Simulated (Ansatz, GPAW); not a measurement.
**Nb: 3 runs at one level of theory**

```
Nb
1.0
    -1.66395    1.66395    1.66395
     1.66395   -1.66395    1.66395
     1.66395    1.66395   -1.66395
Nb
1
Cartesian
  0.0000 0.0000 0.0000
```

Alike in all runs: task band structure; functional RPBE; k mesh 11 × 11 × 11; occupations fermi-dirac, width 0.05 eV; no spin polarisation; no spin-orbit coupling. Pressure is positive in compression and, in plane waves, holds the error of the finite cutoff, which Ansatz's Pulay term estimates and takes out.

| program and potentials | plane-wave cutoff (eV) | notes | pressure (GPa) |
| --- | --- | --- | --- |
| Ansatz, Ansatz PAW | 420 | potentials made for PBE, which Ansatz adapts in part; Pulay term of +0.04 GPa included | 0.83 |
| GPAW, the program's PAW data sets (release 1.2.1) made for this functional | 600 | - | 0.26 |
| Ansatz, all-electron LAPW, scalar-relativistic | - | - | 0.83 |

The pressure spans 0.26 (GPAW, the program's PAW data sets (release 1.2.1) made for this functional) to 0.83 GPa (Ansatz, Ansatz PAW), with all-electron results at 0.83. Some sets were made for another functional than the one run, which can shift their rows.

Differences between rows come from potentials, basis sets and numerical settings, since the functional is the same but for its coding. Runs on potential files found faulty are left out.
